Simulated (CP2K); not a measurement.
TiSe:

```xyz
4
Lattice="4.1784 0.0000 0.0000 0.0000 4.1784 0.0000 0.0000 0.0000 5.9844" Properties=species:S:1:pos:R:3 pbc="T T T"
Se    0.0000    2.0892    4.5515
Se    2.0892    0.0000    1.4329
Ti    0.0000    0.0000    0.0000
Ti    2.0892    2.0892    0.0000
```

The cell comes from a database or a generator and needn't be the stable form of this composition.

```yaml
Program: CP2K 2026.2
Task: relaxation of cell and atoms
Functional: LDA
Potentials_or_basis: GTH_POTENTIALS Se GTH-PADE-q6, Ti GTH-PADE-q12; TZVP-MOLOPT-PBE-GTH basis
Density_cutoff: 6123 eV
k_mesh: 5 × 5 × 4
Occupations: fermi-dirac, width 0.01 eV
Spin: no spin polarisation
```

At the start: pressure -4.7 GPa; volume 26.12 Å³/atom.

How do energy, volume and symmetry change on relaxing?

Over 20 steps the energy falls by 40.9 meV/atom and the volume is 22.12 Å³/atom (-15.3 %); space group P4/nmm (No. 129, to 0.05 Å).

Step by step:
```
step  energy change (eV)  largest force (eV/Å)  volume (Å³)
   1              0.0000                0.5358       104.48
   2             -0.0198                0.4368       103.99
   3             -0.0792                0.2725       100.60
   4             -0.0808                0.2102       100.77
   5             -0.0845                0.1245       100.73
   6             -0.0926                0.0451       100.02
   7             -0.1004                0.1239        98.76
   8             -0.1071                0.0903        97.02
   9             -0.1084                0.0180        96.52
  10             -0.1089                0.0141        96.43
  11             -0.1099                0.0657        96.23
  12             -0.1125                0.1452        95.74
  13             -0.1191                0.2718        94.42
  14             -0.1310                0.4406        91.37
  15             -0.1388                0.4894        87.72
  16             -0.1530                0.2988        87.15
  17             -0.1631                0.0450        88.99
  18             -0.1637                0.0061        88.52
  19             -0.1637                0.0028        88.49
  20             -0.1637                0.0028        88.49
```

Final structure:
```xyz
4
Lattice="4.0755 0.0000 0.0000 0.0000 4.0755 0.0000 0.0000 0.0000 5.3274" Properties=species:S:1:pos:R:3 pbc="T T T"
Se    0.0000    2.0378    3.9012
Se    2.0378    0.0000    1.4262
Ti    0.0000    0.0000    0.0000
Ti    2.0378    2.0378    0.0000
```

Caveat: the volume moved by over 15 % at a fixed basis, so the end points are rough; the basis of atomic orbitals isn't converged, which shifts pressures, moduli and gaps.
